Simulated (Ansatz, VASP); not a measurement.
SnO in VASP and in Ansatz

Contents of INCAR:

```
SYSTEM = SnO
  ALGO = Normal
  EDIFF = 1E-7
  ENCUT = 520
  GGA = PS
  ISIF = 2
  ISMEAR = -1
  LASPH = .True.
  LCHARG = .False.
  LREAL = .False.
  LWAVE = .False.
  NBANDS = 28
  NELM = 80
  PREC = Accurate
  SIGMA = 0.05
```

Contents of KPOINTS:

```
k-points
0
Gamma
  8 5 6
  0 0 0
```

File POSCAR:

```
SnO
1.0
    3.3772242237      0.0000000000      0.0000000000
    0.0000000000      5.7116819428      0.0000000000
    0.0000000000      0.0000000000      4.2499308811
Sn O
2 2
Direct
    0.5000000000      0.7680910000      0.0131440000
    0.0000000000      0.2319090000      0.5131440000
    0.5000000000      0.1087500000      0.2368570000
    0.0000000000      0.8912500000      0.7368570000
```

File input.yaml:

```yaml
crystal:
  lattice:
    - [3.3772242237, 0.0, 0.0]
    - [0.0, 5.7116819428, 0.0]
    - [0.0, 0.0, 4.2499308811]
  atoms:
    - { symbol: Sn, position: [0.5, 0.768091, 0.013144] }
    - { symbol: Sn, position: [0.0, 0.231909, 0.513144] }
    - { symbol: O, position: [0.5, 0.10875, 0.236857] }
    - { symbol: O, position: [0.0, 0.89125, 0.736857] }
hamiltonian:
  xc: pbesol
  pseudopotentials: { kind: paw }
kpoints:
  mp_grid: { grid: [8, 5, 6] }
scf:
  occupations: { method: fermi_dirac, width: 0.05 }
output:
  forces: true
  stress: true
  eigenvalues: true
  write_density: true
  write_potential: true
  elf: true
  volumetric_format: npy
```

Change from the starting cell: volume scaled by 1.02.

Alike in both runs: task single point; functional PBEsol; k mesh 8 × 5 × 6; occupations fermi-dirac, width 0.05 eV; no spin polarisation.

```csv
,VASP,Ansatz
version,VASP 6.6.1,Ansatz 0.2.0
potentials or method,"VASP PAW PBE potentials, release 64 (Sn_d, O)",Ansatz PAW
plane-wave cutoff (eV),520,420
valence electrons in the cell,40,40
```

|  | VASP | Ansatz | Ansatz less VASP |
| --- | --- | --- | --- |
| gap on the k mesh at the Fermi level (eV) | 1.45 | 1.46 | +0.010 |
| least direct gap on the mesh (eV) | 2.04 | 2.05 | +0.011 |
| pressure (GPa) | -4.2 | -4.4 | -0.18 |
| largest component of the traceless stress (GPa) | 0.80 | 0.83 | +0.031 |
| rms of the force components (eV/Å) | 0.266 | 0.296 | +0.0307 |

Atom by atom the forces differ by 0.032 eV/Å (rms over components).

Caveats: spin-orbit coupling is left out, which moves the levels of the heavy elements; the PAW data sets were made with another functional, which shifts forces and pressure a little (VASP); an odd mesh through Γ misses points on the zone boundary, where band edges often lie (VASP); odd divisions of the mesh miss points on the zone boundary, where band edges often lie, so the gap on the mesh can be too wide (Ansatz); the pressure holds a Pulay correction of +0.4 GPa for the finite cutoff (Ansatz); the PAW data sets come from PBE, with cores solved anew for the run's functional, which leaves a small shift of forces and pressure (Ansatz).
